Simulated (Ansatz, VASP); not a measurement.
**One calculation of Au, two programs**

```
Au
1.0
     0.00000    2.06207    2.06207
     2.06207    0.00000    2.06207
     2.06207    2.06207    0.00000
Au
1
Direct
  0.00000 0.00000 0.00000
```

Alike in both runs: functional r2SCAN; k mesh 18 × 18 × 18; occupations gaussian, width 0.1 eV; no spin polarisation.

Ansatz relaxed the structure, and its values are those at the end. VASP's run is a single point on that final structure, the one shown.

|  | VASP | Ansatz |
| --- | --- | --- |
| version | VASP 6.6.1 | Ansatz 0.2.0 |
| potentials or method | VASP PAW PBE potentials, release 64 (Au) | scalar-relativistic, plane waves, PAW |
| plane-wave cutoff (eV) | 520 | 500 |
| valence electrons in the cell | 11 | 19 |

Ansatz gave:

- gap on the k mesh at the Fermi level (eV): none
- pressure (GPa): 0.0

Question: Estimate VASP's values.

Answer: gap on the k mesh at the Fermi level (eV): none; pressure (GPa): 0.3.

A gap of «none» marks a metal or a gap that the smearing closes. The two sets of potentials don't hold the same shells in valence.

Caveats: the PAW data sets were made with another functional, which shifts forces and pressure a little (VASP). Spin-orbit coupling is left out, which matters for the levels of Au.
